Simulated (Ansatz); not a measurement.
# ZnSe: the cost of one run

Method: DFT PBEsol, all-electron LAPW, scalar-relativistic unless said, in Ansatz 0.2.0.

2 further runs of the same task are left out: 1 that didn't finish, 1 set aside as unsound or not needed.

### 1 The system as given

The structure is cubic, space group F-43m (No. 216). The conventional cell has a = 5.633 Å, b = 5.633 Å, c = 5.633 Å, α = 90.00°, β = 90.00°, γ = 90.00°. Zn (site symmetry -43m) is surrounded by 4 Se at 2.44 Å. Se (site symmetry -43m) has 4 Zn at 2.44 Å as nearest neighbours.

Coordinates:

```
CELL_PARAMETERS angstrom
0.00000 2.81659 2.81659
2.81659 0.00000 2.81659
2.81659 2.81659 0.00000
ATOMIC_POSITIONS crystal
Zn 0.00000 0.00000 0.00000
Se 0.75000 0.75000 0.75000
```

Cartesian axes are those of the input's lattice vectors. The structure goes back to a database entry.

### 2 Reference run, LAPW

Contents of input.yaml:

```yaml
crystal:
  lattice:
    - [0.0, 2.81659249804, 2.81659249804]
    - [2.81659249804, 0.0, 2.81659249804]
    - [2.81659249804, 2.81659249804, 0.0]
  atoms:
    - { symbol: Zn, position: [0.0, 0.0, 0.0] }
    - { symbol: Se, position: [0.75, 0.75, 0.75] }
kpoints:
  mp_grid: { grid: [8, 8, 8] }
scf:
  occupations: { method: fixed }
hamiltonian:
  xc: pbesol
  pseudopotentials: { kind: all_electron, lapw: { basis_error: 0.0005 } }
phonons:
  qmesh: [2, 2, 2]
  qpath:
    path:
      - [0.0, 0.0, 0.0]
      - [-0.5, -0.5, 0.0]
      - [-0.375, -0.375, 0.25]
      - [-0.375, 0.0, 0.375]
      - [0.0, 0.0, 0.0]
      - [0.0, 0.0, 0.5]
      - [-0.5, -0.25, 0.25]
      - [-0.5, -0.5, 0.0]
    npoints: 6
  temperatures: { t_min: 0, t_max: 1000, t_step: 100 }
```

Run with:

```bash
ansatz run input.yaml --threads 2 --pin off --max-ram 5120MiB --backend cpu --events-out ev --progress --plain --runs-dir out
```

Q: Estimate wall time and peak memory on 2 threads of Arm Neoverse V2, shared host.

About 15 min, with a peak of 1.6 GiB.
